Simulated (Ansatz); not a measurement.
# InSb: the cost of one run

Computed with Ansatz 0.2.0 (DFT PBE, scalar-relativistic, plane waves, PAW, unless a step's input says otherwise).

## Step 1: The structure to begin with

The structure is cubic, space group F-43m (No. 216). Conventional cell: a = 6.478 Å, b = 6.478 Å, c = 6.478 Å, α = 90.00°, β = 90.00°, γ = 90.00°. In (site symmetry -43m) is surrounded by 4 Sb at 2.81 Å. Sb (site symmetry -43m) has 4 In at 2.81 Å in its first shell of neighbours.

Structure file:

```cif
data_structure
_symmetry_space_group_name_H-M 'P 1'
_symmetry_Int_Tables_number 1
_cell_length_a 4.5808
_cell_length_b 4.5808
_cell_length_c 4.5808
_cell_angle_alpha 60.000
_cell_angle_beta 60.000
_cell_angle_gamma 60.000
_cell_volume 67.97
loop_
_atom_site_label
_atom_site_type_symbol
_atom_site_fract_x
_atom_site_fract_y
_atom_site_fract_z
_atom_site_occupancy
In1 In 0.00000 0.00000 0.00000 1
Sb1 Sb 0.75000 0.75000 0.75000 1
```

No relaxation comes first: the listed cell is the starting point.

## Step 2: The reference cell

The reference gives a free energy of -12082.5419 eV, pressure 3.14 GPa, largest force 0.000 eV/Å and gap on the mesh none (metal). It was computed beforehand with the settings of the runs below.

## Step 3: Next: a strain scan

The cell is strained by ε times the Voigt pattern (0, 0, 1, 0, 0, 0) (xx, yy, zz, yz, xz, xy; engineering shear), with fractional coordinates fixed (clamped ions). The stress on the pattern is the sum of the stress components weighted by it, tension positive.

## Step 4: At ε = -0.0200

Input file input.yaml:

```yaml
crystal:
  lattice:
    - [0.0, 3.2391, 3.174318]
    - [3.2391, 0.0, 3.174318]
    - [3.2391, 3.2391, 0.0]
  atoms:
    - { symbol: In, position: [0.0, 0.0, 0.0] }
    - { symbol: Sb, position: [0.75, 0.75, 0.75] }
basis:
  ecutwfc: 420
kpoints:
  mp_grid: { grid: [12, 12, 12] }
hamiltonian:
  xc: pbe
scf:
  occupations: { method: gaussian, width: 0.15 }
output:
  forces: true
  stress: true
  eigenvalues: true
```

Launch:

```console
$ ansatz run input.yaml --threads 1 --pin off --max-ram 2560MiB --backend cpu --events-out ev --progress --plain --runs-dir out
```

Q: Estimate wall time and peak memory on 1 thread of Intel Xeon Platinum 8488C (Sapphire Rapids), shared host.

About 12 s, with a peak of 0.52 GiB.
